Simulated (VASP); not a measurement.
# Si (Fd-3m) in VASP: a series of runs

One crystal, Si, is run at these levels: PBE; tasks: dielectric tensor.

All numbers are computed with VASP 6.6.1; they aren't measurements. Logs are shortened: lines on timing, memory, paths and dates and some standing lists are left out, and cuts for length are marked.

### Step 1. The crystal as given

It takes space group Fd-3m (No. 227, cubic). Conventional cell: a = 5.444 Å, b = 5.444 Å, c = 5.444 Å, α = 90.00°, β = 90.00°, γ = 90.00°. Si (site symmetry -43m) is surrounded by 4 Si at 2.36 Å.

### Step 2. Dielectric tensor, PBE

INCAR

```
PREC     = Accurate       # precision mode
ENCUT    = 400            # plane-wave cutoff, eV
EDIFF    = 1E-8           # SCF threshold, eV
ISMEAR   = 0              # smearing method
SIGMA    = 0.01           # smearing width, eV
LREAL    = False          # projectors in reciprocal space
LASPH    = True           # aspherical terms in the spheres
NELM     = 100            # most SCF steps
ALGO     = Normal         # electronic algorithm
ISIF     = 2              # what is computed and relaxed
LWAVE    = False          # write WAVECAR
LCHARG   = False          # write CHGCAR
GGA      = PE             # functional
LEPSILON = True           # dielectric tensor by DFPT
```

KPOINTS

```
Automatic mesh
0
Gamma
  5 5 5
```

POSCAR

```
Si
1.0
    0.0000000000      2.7218511865      2.7218511865
    2.7218511865      0.0000000000      2.7218511865
    2.7218511865      2.7218511865      0.0000000000
Si
2
Direct
    0.5000000000      0.5000000000      0.5000000000
    0.7500000000      0.7500000000      0.7500000000
```

Potentials or basis: VASP PAW PBE potentials, release 64 (Si).

Started as:

```bash
$ cat potpaw_PBE.64/Si/POTCAR > POTCAR
$ mpirun -np 1 vasp_std > vasp.out
```

OUTCAR:

```text
PREC = Accurate
   ENCUT = 400
   EDIFF = 1E-8
   ISMEAR = 0
   LREAL = False
   LASPH = True
   NELM = 100
   ISIF = 2
   GGA = PE
   LEPSILON = True

 Found     10 irreducible k-points:

 Following reciprocal coordinates:
            Coordinates               Weight
  0.000000  0.000000  0.000000      1.000000
  0.200000  0.000000  0.000000      8.000000
  0.400000  0.000000  0.000000      8.000000
  0.200000  0.200000  0.000000      6.000000
  0.400000  0.200000  0.000000     24.000000
 -0.400000  0.200000  0.000000     24.000000
   k-points           NKPTS =     10   k-points in BZ     NKDIM =     10   number of bands    NBANDS=      8
   number of dos      NEDOS =    301   number of ions     NIONS =      2
   total plane-waves  NPLWV =  21952
   dimension x,y,z NGX =    28 NGY =   28 NGZ =   28
   dimension x,y,z NGXF=    56 NGYF=   56 NGZF=   56
   ions per type =               2
   NGX,Y,Z   is equivalent  to a cutoff of  12.09, 12.09, 12.09 a.u.
   NGXF,Y,Z  is equivalent  to a cutoff of  24.19, 24.19, 24.19 a.u.
 SYSTEM =  unknown system
   PREC   = accura    normal or accurate (medium, high low for compatibility)
   ISTART =      0    job   : 0-new  1-cont  2-samecut
   ICHARG =      2    charge: 1-file 2-atom 10-const
   ISPIN  =      1    spin polarized calculation?
   LNONCOLLINEAR =      F non collinear calculations
   LSORBIT =      F    spin-orbit coupling
   LASPH  =      T    aspherical Exc in radial PAW
   ENCUT  =  400.0 eV  29.40 Ry    5.42 a.u.   6.28  6.28  6.28*2*pi/ulx,y,z
   NELM   =    100;   NELMIN=  2; NELMDL= -5     # of ELM steps
   EDIFF  = 0.1E-07   stopping-criterion for ELM
   LREAL  =      F    real-space projection
   EDIFFG = 0.1E-06   stopping-criterion for IOM
   NSW    =      0    number of steps for IOM
   IBRION =     -1    ionic relax: 0-MD 1-quasi-New 2-CG
   NFREE  =      0    steps in history (QN), initial steepest desc. (CG)
   ISIF   =      2    stress and relaxation
   ISYM   =      2    0-nonsym 1-usesym 2-fastsym
   POTIM  = 0.5000    time-step for ionic-motion
   TEBEG  =    0.0;   TEEND  =   0.0 temperature during run
   PSTRESS=    0.0 pullay stress
   NELECT =       8.0000    total number of electrons
   NUPDOWN=      -1.0000    fix difference up-down
   EMIN   =  10.00;   EMAX   =-10.00  energy-range for DOS
   EFERMI =   0.00;   METHOD = LEGACY
   ISMEAR =     0;   SIGMA  =   0.01  broadening in eV -4-tet -1-fermi 0-gaus
   EFERMI_NEDOS =   21; number of points for ismear=-14 and -15
   IALGO  =     38    algorithm
   IMIX   =      4    mixing-type and parameters
     AMIX     =   0.40;   BMIX     =  1.00
     AMIX_MAG =   1.60;   BMIX_MAG =  1.00
  volume/ion in A,a.u.               =      20.16       136.08
  Fermi-wavevector in a.u.,A,eV,Ry     =   0.954766  1.804247 12.402783  0.911579
  Thomas-Fermi vector in A             =   2.083543
   LORBIT       =      0    0 simple, 1 ext, 2 COOP (PROOUT), +10 PAW based schemes
   GGA     = PE    functional components
   LHFCALC =     F    Hartree Fock is set to
   AEXX    =    0.0000 exact exchange contribution
   IVDW    =     0    specifies the selected vdW correction
   LEPSILON=     T    determine dielectric tensor
   LRPA    =     F    only Hartree local field effects (RPA)
 non-spin polarized calculation
 Gauss-broadening in eV      SIGMA  =   0.01
  energy-cutoff  :      400.00
  volume of cell :       40.33
 maximum number of plane-waves:       739
 NGX is ok and might be reduce to    28
   NGX = 13   NGY = 13   NGZ = 13

--------------------------------------- Ionic step        1  -------------------------------------------

 number of electron       8.0000001 magnetization

 E-fermi :   5.8772     XC(G=0):  -9.3699

 val. band max:        5.7722786656   @ k =   0.0000   0.0000   0.0000
 cond. band min:       6.3597470278   @ k =   0.4000   0.4000   0.0000
 fundamental gap:      0.5874683621
 Fermi energy:         5.8771701531

 k-point     1 :       0.0000    0.0000    0.0000
  band No.  band energies     occupation
      1      -6.1397      2.00000
      2       5.7723      2.00000
      3       5.7723      2.00000
      4       5.7723      2.00000
      5       8.3275      0.00000
      6       8.3275      0.00000
      7       8.3275      0.00000
      8       9.0647      0.00000

 k-point     2 :       0.2000    0.0000    0.0000
  band No.  band energies     occupation
      1      -5.6253      2.00000
      2       2.7724      2.00000
      3       5.1963      2.00000
      4       5.1963      2.00000
      5       7.9680      0.00000
      6       9.1240      0.00000
      7       9.1240      0.00000
      8      11.7681      0.00000

 k-point     3 :       0.4000    0.0000    0.0000
  band No.  band energies     occupation
      1      -4.2723      2.00000
      2      -0.4719      2.00000
      3       4.6513      2.00000
      4       4.6513      2.00000
      5       7.3669      0.00000
      6       9.1823      0.00000
      7       9.1823      0.00000
      8      13.5969      0.00000

 k-point     4 :       0.2000    0.2000    0.0000
  band No.  band energies     occupation
      1      -5.4482      2.00000
      2       3.1467      2.00000
      3       4.2940      2.00000
      4       4.2940      2.00000
      5       7.2337      0.00000
      6       9.6452      0.00000
      7      10.6452      0.00000
      8      10.6452      0.00000

 k-point     5 :       0.4000    0.2000    0.0000
  band No.  band energies     occupation
      1      -4.3142      2.00000
      2       0.4796      2.00000
      3       3.1626      2.00000
      4       3.7886      2.00000
      5       7.5459      0.00000
      6       9.8488      0.00000
      7      10.6792      0.00000
      8      11.1900      0.00000

 k-point     6 :      -0.4000    0.2000    0.0000
  band No.  band energies     occupation
      1      -3.4375      2.00000
      2      -0.9025      2.00000
      3       2.3590      2.00000
      4       4.0688      2.00000
      5       7.8249      0.00000
      6      10.3562      0.00000
      7      10.5606      0.00000
      8      13.3128      0.00000

 [... further k-points ...]

  FORCE on cell =-STRESS in cart. coord.  units (eV):
  Direction    XX          YY          ZZ          XY          YZ          ZX
  --------------------------------------------------------------------------------------
  -------------------------------------------------------------------------------------
  Total        0.3663497      0.3663497      0.3663497     -0.0000000     -0.0000000      0.0000000
  in kB       14.5540304     14.5540304     14.5540304     -0.0000000     -0.0000000      0.0000000
  external PRESSURE =      14.5540304 kB  Pullay stress =       0.0000000 kB

 VOLUME and BASIS-vectors are now :
 -----------------------------------------------------------------------------
  energy-cutoff  :      400.00
  volume of cell :       40.33
      direct lattice vectors                 reciprocal lattice vectors
     0.000000000  2.721851186  2.721851186    -0.183698507  0.183698507  0.183698507
     2.721851186  0.000000000  2.721851186     0.183698507 -0.183698507  0.183698507
     2.721851186  2.721851186  0.000000000     0.183698507  0.183698507 -0.183698507

 POSITION                                       TOTAL-FORCE (eV/Angst)
 -----------------------------------------------------------------------------------
      2.72185      2.72185      2.72185         0.000000      0.000000     -0.000000
      4.08278      4.08278      4.08278        -0.000000     -0.000000      0.000000
 -----------------------------------------------------------------------------------
    total drift:                               -0.000000      0.000000     -0.000000

  FREE ENERGIE OF THE ION-ELECTRON SYSTEM (eV)
  ---------------------------------------------------
  free  energy   TOTEN  =       -10.7834411929 eV

  energy  without entropy=      -10.7834411929  energy(sigma->0) =      -10.78344119

 HEAD OF MICROSCOPIC STATIC DIELECTRIC TENSOR (INDEPENDENT PARTICLE, excluding Hartree and local field effects)
 ------------------------------------------------------
          19.497862    -0.000000    -0.000000
           0.000000    19.497862    -0.000000
           0.000000     0.000000    19.497862
 ------------------------------------------------------

 Free energy of the ion-electron system (eV)
  ---------------------------------------------------
  ---------------------------------------------------
  free energy    TOTEN  =        -2.12612228 eV

  energy without entropy =       -2.12612228

------------------------ aborting loop because EDIFF is reached ----------------------------------------

--------------------------------------- Ionic step        2  -------------------------------------------

------------------------ aborting loop because EDIFF is reached ----------------------------------------

--------------------------------------- Ionic step        3  -------------------------------------------

 Free energy of the ion-electron system (eV)
  ---------------------------------------------------
  ---------------------------------------------------
  free energy    TOTEN  =        -2.12612235 eV

  energy without entropy =       -2.12612235

------------------------ aborting loop because EDIFF is reached ----------------------------------------

 PIEZOELECTRIC TENSOR FIELD DIRECTION 3  (e Angst)
 -----------------------------------------------------------------------------
     0.00548  0.00000  0.00000           (  0.00001  0.00000  0.00000)
     0.00000  0.00548  0.00000           (  0.00000  0.00001  0.00000)
     0.00000  0.00000 -0.01257           (  0.00000  0.00000 -0.00001)

 PIEZOELECTRIC TENSOR FIELD DIRECTION 3  (C/m^2)
 -----------------------------------------------------------------------------
     0.00218  0.00000  0.00000
     0.00000  0.00218  0.00000
     0.00000  0.00000 -0.00499

 MACROSCOPIC STATIC DIELECTRIC TENSOR (including local field effects in DFT)
 ------------------------------------------------------
          18.829046     0.000000    -0.000000
           0.000000    18.829046    -0.000000
           0.000000    -0.000000    18.829046
 ------------------------------------------------------

 PIEZOELECTRIC TENSOR (including local field effects)  for field in x, y, z        (e  Angst)
          XX          YY          ZZ          XY          YZ          ZX
  --------------------------------------------------------------------------------
  x     0.00000    -0.00000    -0.00000     0.00000     0.00000     0.00000
  y     0.00000     0.00000     0.00000     0.00000     0.00000     0.00000
  z     0.00000     0.00000     0.00000     0.00000     0.00000     0.00000

 PIEZOELECTRIC TENSOR (including local field effects)  for field in x, y, z        (C/m^2)
          XX          YY          ZZ          XY          YZ          ZX
  --------------------------------------------------------------------------------
  x     0.00000    -0.00000    -0.00000     0.00000     0.00000     0.00000
  y     0.00000     0.00000     0.00000     0.00000     0.00000     0.00000
  z     0.00000     0.00000     0.00000     0.00000     0.00000     0.00000

 BORN EFFECTIVE CHARGES (including local field effects) (in |e|, cummulative output)
 ---------------------------------------------------------------------------------
 ion    1
    1     0.00000    -0.00000     0.00000
    2    -0.00000     0.00000     0.00000
    3     0.00000     0.00000     0.00000
 ion    2
    1    -0.00000     0.00000    -0.00000
    2     0.00000    -0.00000     0.00000
    3     0.00000     0.00000    -0.00000
```

Wall time 34 s (1 thread of AMD EPYC 9R45 (Zen 5), shared host); peak memory 0.12 GiB.

The run converged, but some of its settings lie outside the range that counts as converged, so its numbers aren't taken as properties of the crystal.

What came out:

- Band gap on the k mesh: 0.59 eV, indirect (least direct gap 2.56 eV)
- Electronic dielectric tensor (diagonal): 18.83
- Born charges (mean of the diagonal): Si +0.00 e

Caveat: the gap is small at this level, which inflates the dielectric constant; an odd mesh through Γ misses points on the zone boundary, where band edges often lie.

### Step 3. Dielectric tensor, PBE

Edit INCAR of step 2 so:

```diff
@@ -1,3 +1,3 @@
 PREC     = Accurate       # precision mode
-ENCUT    = 400            # plane-wave cutoff, eV
+ENCUT    = 460            # plane-wave cutoff, eV
 EDIFF    = 1E-8           # SCF threshold, eV
```

KPOINTS is that of step 2.

POSCAR is that of step 2.

Potentials or basis: VASP PAW PBE potentials, release 64 (Si).

Started as:

```bash
$ cat potpaw_PBE.64/Si/POTCAR > POTCAR
$ mpirun -np 1 vasp_std > vasp.out
```

OUTCAR:

```text
PREC = Accurate
   ENCUT = 460
   EDIFF = 1E-8
   ISMEAR = 0
   LREAL = False
   LASPH = True
   NELM = 100
   ISIF = 2
   GGA = PE
   LEPSILON = True

 Found     10 irreducible k-points:

 Following reciprocal coordinates:
            Coordinates               Weight
  0.000000  0.000000  0.000000      1.000000
  0.200000  0.000000  0.000000      8.000000
  0.400000  0.000000  0.000000      8.000000
  0.200000  0.200000  0.000000      6.000000
  0.400000  0.200000  0.000000     24.000000
 -0.400000  0.200000  0.000000     24.000000
   k-points           NKPTS =     10   k-points in BZ     NKDIM =     10   number of bands    NBANDS=      8
   number of dos      NEDOS =    301   number of ions     NIONS =      2
   total plane-waves  NPLWV =  21952
   dimension x,y,z NGX =    28 NGY =   28 NGZ =   28
[... 203 lines left out ...]
     0.00000  0.00218  0.00000
     0.00000  0.00000 -0.00500

 MACROSCOPIC STATIC DIELECTRIC TENSOR (including local field effects in DFT)
 ------------------------------------------------------
          18.833147    -0.000000     0.000000
          -0.000000    18.833147    -0.000000
           0.000000    -0.000000    18.833147
 ------------------------------------------------------

 PIEZOELECTRIC TENSOR (including local field effects)  for field in x, y, z        (e  Angst)
          XX          YY          ZZ          XY          YZ          ZX
  --------------------------------------------------------------------------------
  x     0.00000     0.00000     0.00000     0.00000    -0.00000     0.00000
  y     0.00000     0.00000    -0.00000     0.00000    -0.00000     0.00000
  z     0.00000     0.00000     0.00000     0.00000     0.00000    -0.00000

 PIEZOELECTRIC TENSOR (including local field effects)  for field in x, y, z        (C/m^2)
          XX          YY          ZZ          XY          YZ          ZX
  --------------------------------------------------------------------------------
  x     0.00000     0.00000     0.00000     0.00000    -0.00000     0.00000
  y     0.00000     0.00000    -0.00000     0.00000    -0.00000     0.00000
  z     0.00000     0.00000     0.00000     0.00000     0.00000    -0.00000

 BORN EFFECTIVE CHARGES (including local field effects) (in |e|, cummulative output)
 ---------------------------------------------------------------------------------
 ion    1
    1    -0.00000     0.00000    -0.00000
    2    -0.00000    -0.00000     0.00000
    3     0.00000     0.00000    -0.00000
 ion    2
    1     0.00000    -0.00000     0.00000
    2     0.00000     0.00000    -0.00000
    3     0.00000    -0.00000     0.00000
```

stdout:

```text
POSCAR found type information on POSCAR Si
 POSCAR found :  1 types and       2 ions
 scaLAPACK will be used
 LDA part: xc-table for (Slater+PW92), standard interpolation
 POSCAR, INCAR and KPOINTS ok, starting setup
 FFT: planning ... GRIDC
 FFT: planning ... GRID_SOFT
 FFT: planning ... GRID
 WAVECAR not read
 entering main loop
 Linear response reoptimize wavefunctions to high precision
 Linear response G [H, r] |phi>, progress :
  Direction:   1
 Linear response G [H, r] |phi>, progress :
  Direction:   2
 Linear response G [H, r] |phi>, progress :
  Direction:   3
 Linear response to external field (no local field effect), progress :
  Direction:   1
 dielectric tensor                  component  1 :    24.031    13.077     3.409
 Linear response to external field (no local field effect), progress :
  Direction:   2
 dielectric tensor                  component  2 :    13.077    24.058    -3.464
 Linear response to external field (no local field effect), progress :
  Direction:   3
 dielectric tensor                  component  3 :     3.409    -3.464    10.417
 Linear response to external field, progress :
  Direction:   1
 dielectric tensor                  component  1 :    18.833     9.644     3.243
 Linear response to external field, progress :
  Direction:   2
 dielectric tensor                  component  2 :     9.537    18.833    -3.278
 Linear response to external field, progress :
  Direction:   3
 dielectric tensor                  component  3 :     3.139     3.120    18.833
 Born effective charges drift removed
```

It took 30 s on 1 thread of AMD EPYC 9R45 (Zen 5), shared host; peak memory 0.12 GiB.

These settings aren't checked as converged: the numbers below hold their error.

What came out:

```
Band gap on the k mesh                  : 0.59 eV, indirect (least direct gap 2.55 eV)
Electronic dielectric tensor (diagonal) : 18.83
Born charges (mean of the diagonal)     : Si +0.00 e
```

Caveat: the gap is small at this level, which inflates the dielectric constant; an odd mesh through Γ misses points on the zone boundary, where band edges often lie.
